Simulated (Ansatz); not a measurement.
# PbS: the cost of one run

Program: Ansatz 0.2.0. Level of theory: DFT PBE, scalar-relativistic, plane waves, PAW. These are calculated values, not measurements.

## Step 1: Starting point

Symmetry: P6_3/mmc, No. 194, hexagonal system. The conventional cell has a = 4.445 Å, b = 4.445 Å, c = 5.137 Å, α = 90.00°, β = 90.00°, γ = 120.00°. Around Pb (site symmetry -6m2) lie 5 S at 2.57 Å. S (site symmetry -6m2) has 5 Pb at 2.57 Å as nearest neighbours.

Structure file:

```
Pb S
1.0
     4.44520    0.00000    0.00000
    -2.22260    3.84965    0.00000
     0.00000    0.00000    5.13707
Pb S
2 2
Direct
  0.33333 0.66667 0.25000
  0.66667 0.33333 0.75000
  0.66667 0.33333 0.25000
  0.33333 0.66667 0.75000
```

Recipe of the guess: 5-connected net, two elements alternating (P6_3/mmc, No. 194). Its size is a rough estimate.

## Step 2: The guess as it stands, on a coarse mesh

input.yaml reads:

```yaml
crystal:
  lattice:
    - [4.44519547, 0.0, 0.0]
    - [-2.22259774, 3.8496522, 0.0]
    - [0.0, 0.0, 5.1370706]
  atoms:
    - { symbol: Pb, position: [0.33333333, 0.66666667, 0.25] }
    - { symbol: Pb, position: [0.66666667, 0.33333333, 0.75] }
    - { symbol: S, position: [0.66666667, 0.33333333, 0.25] }
    - { symbol: S, position: [0.33333333, 0.66666667, 0.75] }
basis:
  ecutwfc: 420
kpoints:
  mp_grid: { grid: [6, 6, 4] }
hamiltonian:
  xc: pbe
scf:
  occupations: { method: gaussian, width: 0.1 }
  lower_state_search: "off"
output:
  forces: true
  stress: true
  eigenvalues: true
```

Launch:

```
$ ansatz run input.yaml --threads 1 --pin off --max-ram 2560MiB --backend cpu --events-out ev --progress --plain --runs-dir out
```

What time and memory should one allow on 1 thread of Arm Neoverse V2, shared host?

About 2.9 s, with a peak of 0.33 GiB.
